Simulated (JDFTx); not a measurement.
The system is Sr.

```
Sr
1.0
     0.00000    3.04235    3.04235
     3.04235    0.00000    3.04235
     3.04235    3.04235    0.00000
Sr
1
Cartesian
  0.0000 0.0000 0.0000
```

* Program: JDFTx 1.7.0 (patched build)
* Task: relaxation of cell and atoms
* Functional: PBE
* Dispersion: D3(BJ)
* Potentials or basis: PseudoDojo-SR-PBE-0.5-standard with smoothed tails
* Cutoff: 925 eV
* Density cutoff: 3701 eV
* k mesh: 8 × 8 × 8
* Occupations: fermi-dirac, width 0.05 eV
* Spin: no spin polarisation

At the start: pressure -0.9 GPa; volume 56.32 Å³/atom.

Question: How do energy, volume and symmetry change on relaxing?

Answer: Over 6 steps the energy falls by 12.0 meV/atom and the volume is 52.08 Å³/atom (-7.5 %); space group Fm-3m (No. 225, to 0.05 Å).

The path:
```
step  energy change (eV)  largest force (eV/Å)  pressure (GPa)  volume (Å³)
   1              0.0000                0.0000           -0.86        56.32
   2             -0.0027                0.0000           -0.77        55.79
   3             -0.0120                0.0000            0.06        51.83
   4             -0.0120                0.0000            0.00        52.08
   5             -0.0120                0.0000            0.00        52.08
   6             -0.0120                0.0000            0.00        52.08
```

Final structure:
```
Sr
1.0
     0.00000    2.96403    2.96403
     2.96403    0.00000    2.96403
     2.96403    2.96403    0.00000
Sr
1
Direct
  0.00000 0.00000 0.00000
```

Caveat: the plane waves are those of the starting cell, so after so large a change of volume the result is rough; pairwise dispersion overbinds metals, which lowers pressure and volume.
